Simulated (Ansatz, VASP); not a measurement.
Two plane-wave programs on CdTe

```xyz
2
Lattice="0.0000 3.2779 3.2779 3.2779 0.0000 3.2779 3.2779 3.2779 0.0000" Properties=species:S:1:pos:R:3 pbc="T T T"
Cd    0.0000    0.0000    0.0000
Te    1.6389    1.6389    1.6389
```

Alike in both runs: task single point; functional r2SCAN; k mesh 8 × 8 × 8; occupations gaussian, width 0.02 eV; no spin polarisation.

|  | VASP | Ansatz |
| --- | --- | --- |
| version | VASP 6.6.1 | Ansatz 0.2.0 |
| potentials or method | VASP PAW PBE potentials, release 64 (Cd, Te) | scalar-relativistic, plane waves, PAW |
| plane-wave cutoff (eV) | 520 | 500 |
| valence electrons in the cell | 18 | 36 |

|  | VASP | Ansatz | Ansatz less VASP |
| --- | --- | --- | --- |
| gap on the k mesh at the Fermi level (eV) | 1.16 | 1.17 | +0.007 |
| least direct gap on the mesh (eV) | 1.16 | 1.17 | +0.007 |

The two sets of potentials don't hold the same shells in valence.

Caveats: spin-orbit coupling is left out, which moves the levels of the heavy elements. r2SCAN opens gaps a little over a GGA but as a rule still falls short of measured ones.
